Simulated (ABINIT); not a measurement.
Mo, 1 atom in the cell. The structure is cubic, space group Im-3m (No. 229). The conventional cell has a = 3.168 Å, b = 3.168 Å, c = 3.168 Å, α = 90.00°, β = 90.00°, γ = 90.00°. Mo (site symmetry m-3m) has 8 Mo at 2.74 Å as nearest neighbours. 

| Quantity | Value |
| --- | --- |
| Program | ABINIT 10.8.3 (patched build) |
| Task | band structure |
| Functional | r2SCAN |
| Potentials or basis | PseudoDojo NC SR PBE v0.4.1 standard |
| Cutoff | 1306 eV |
| k mesh | 12 × 12 × 12 |
| Occupations | fermi-dirac, width 0.05 eV |
| Spin | no spin polarisation |

Potentials or basis: PseudoDojo NC SR PBE v0.4.1 standard.

Launch:

```console
$ mpirun --bind-to none -np 4 abinit run.abi > log 2>&1
```

Hardware: 4 MPI ranks on Arm Neoverse V2, with other jobs on the host.

Q: Estimate the wall time of this run.

A: Wall time 110 s on 4 MPI ranks on Arm Neoverse V2, on a shared host, peak memory 0.44 GiB a rank. Counts: scf iterations 9, mpi ranks 4, k points 72, bands 11, plane waves 1732.
